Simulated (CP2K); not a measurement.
MgS (Niningerite):

```xyz
2
Lattice="3.6793 0.0000 0.0000 1.8396 3.1864 0.0000 1.8396 1.0621 3.0041" Properties=species:S:1:pos:R:3 pbc="T T T"
S     3.6793    2.1242    1.5021
Mg    0.0000    0.0000    0.0000
```

Program: CP2K 2026.2. Alike in all runs: task band structure; no spin polarisation; cell as given; k mesh 9 × 9 × 9.

Problem. Order these runs on this cell by their band gap on the k mesh, lowest first.
A. level PBEsol; potentials or basis POTENTIAL_UZH S GTH-PBE-q6, Mg GTH-PBE-q10; TZVP-MOLOPT-PBE-GTH basis; smearing fermi-dirac 0.1 eV; NGRIDS 4; points a segment of the path (NPOINTS) 6; bands added on the path 6
B. level r2SCAN; potentials or basis POTENTIAL_UZH S GTH-SCAN-q6, Mg GTH-SCAN-q10; TZVP-MOLOPT-SCAN-GTH basis; smearing fermi-dirac 0.05 eV; NGRIDS 5; points a segment of the path (NPOINTS) 8; bands added on the path 6
C. level TB-mBJ; potentials or basis POTENTIAL_UZH S GTH-PBE-q6, Mg GTH-PBE-q10; TZVP-MOLOPT-PBE-GTH basis; smearing fermi-dirac 0.01 eV; NGRIDS 5; points a segment of the path (NPOINTS) 6; bands added on the path 2

Solution. A (2.73 eV), C (3.11 eV), B (3.61 eV).

Caveats: the mesh misses the band edges, which the band path finds closer together; the basis of atomic orbitals isn't converged, which shifts pressures, moduli and gaps; this is a model potential without an energy functional, so only levels have meaning (some runs).
